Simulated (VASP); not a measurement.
Cu2O (Cuprite):

```xyz
6
Lattice="4.2600 0.0000 0.0000 0.0000 4.2600 0.0000 0.0000 0.0000 4.2600" Properties=species:S:1:pos:R:3 pbc="T T T"
Cu    3.1950    1.0650    3.1950
Cu    3.1950    3.1950    1.0650
Cu    1.0650    3.1950    3.1950
Cu    1.0650    1.0650    1.0650
O     2.1300    2.1300    2.1300
O     0.0000    0.0000    0.0000
```

Base run:

- Program: VASP 6.6.1
- Functional: revTPSS
- Potentials or basis: VASP PAW PBE potentials, release 64 (Cu, O)
- Cutoff: 520 eV
- k mesh: 6 × 6 × 6
- Occupations: fermi-dirac, width 0.05 eV
- Spin: no spin polarisation

Its results: band gap on the k mesh 0.53 eV, direct.

The run is repeated on the same cell with these changes: functional from revTPSS to LMBJ. What comes out?

Band gap on the k mesh 0.80 eV, direct.
